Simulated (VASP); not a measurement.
Set up this calculation in VASP 6.6.1, as the native input.

| Property | Result |
| --- | --- |
| Task | single point |
| Functional | PBEsol |
| Potentials or basis | VASP PAW PBE potentials, release 64 (Al) |
| Cutoff | 520 eV |
| k mesh | 18 × 18 × 18 |
| Occupations | gaussian, width 0.1 eV |
| Spin | no spin polarisation |
| Further INCAR settings | ALGO = Normal; EDIFF = 1e-07 |

The structure of Al lies in POSCAR:

```
Al
1.0
   -1.6070005800      1.6070005800      1.6070005800
    1.6070005800     -1.6070005800      1.6070005800
    1.6070005800      1.6070005800     -1.6070005800
Al
1
Direct
    0.0000000000      0.0000000000      0.0000000000
```

This isn't the form of Al at room conditions, which is fcc.

The input as run:

INCAR

```
  PREC = Accurate
  ENCUT = 520
  EDIFF = 1E-7
  ISMEAR = 0
  SIGMA = 0.1
  LREAL = False
  LASPH = True
  NELM = 100
  ALGO = Normal
  ISIF = 2
  LWAVE = False
  LCHARG = False
  GGA = PS
```

KPOINTS

```
regular mesh
0
Gamma
  18 18 18
```

Potentials or basis: VASP PAW PBE potentials, release 64 (Al).

Run with:

```sh
$ cat potpaw_PBE.64/Al/POTCAR > POTCAR
$ mpirun -np 1 vasp_std > vasp.out
```

It gave:

The pressure is 0.0 GPa and the band gap on the k mesh is none (metal or under the smearing width).

Caveat: the PAW data sets were made with another functional, which shifts forces and pressure a little.

Wall time 8.5 s on 1 thread of Intel(R) Xeon(R) Platinum 8559C (Emerald Rapids) (shared host), peak memory 0.13 GiB.
